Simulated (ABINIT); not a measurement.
Runs of ABINIT 10.8.3 (patched build) on FeO (Wuestite). Symmetry: Fm-3m, No. 225, cubic system. The conventional cell has a = 4.311 Å, b = 4.311 Å, c = 4.311 Å, α = 90.00°, β = 90.00°, γ = 90.00°. Around Fe (site symmetry m-3m) lie 6 O at 2.16 Å. O (site symmetry m-3m) is surrounded by 6 Fe at 2.16 Å. 

```csv
task,level,potentials or basis,cell,k mesh,cutoff (eV),cutoff smearing ecutsm (Ha),stop of the response cycle (tolvrs),acoustic sum rule (asr),cell freedom (optcell),optimiser (ionmov),gap on the mesh (eV),pressure (GPa),moment (μB)
phonons,LDA,PseudoDojo NC SR LDA v0.4.1 standard,cell relaxed at zero pressure by an earlier run,"6 × 6 × 6, with 4 shifts",1252,0.5,1e-08,1,-,-,-,0.4,3.99
single point,LDA,PseudoDojo NC SR LDA v0.4.1 standard,cell relaxed,8 × 8 × 8,1252,-,-,-,-,-,none,0.0,3.96
single point,PBE,SG15 NC PBE v1.2,as given,8 × 8 × 8,1088,-,-,-,-,-,none,(a),4.00
phonons,PBE,SG15 NC PBE v1.2,as given,"6 × 6 × 6, with 4 shifts",1088,-,1e-09,1,-,-,-,-0.9,4.00
relaxation of cell and atoms,LDA,PseudoDojo NC SR LDA v0.4.1 standard,relaxed,8 × 8 × 8,1252,0.5,-,-,2,2,none,0.0,3.96
```

Alike in all rows: spin collinear, ferromagnetic start; smearing fermi-dirac 0.05 eV.

**Question.** Fill in the values left out.

**Answer.** (a) -0.7.

Caveats: a cell with one magnetic atom can't hold antiferromagnetic order, which such compounds often take; semilocal functionals often make such compounds metallic where correlation or magnetic order opens a gap, which also shifts bond lengths (some runs); the mesh is coarse for a metal's response (some runs).

A gap of «none» marks a metal or a gap under the smearing width.
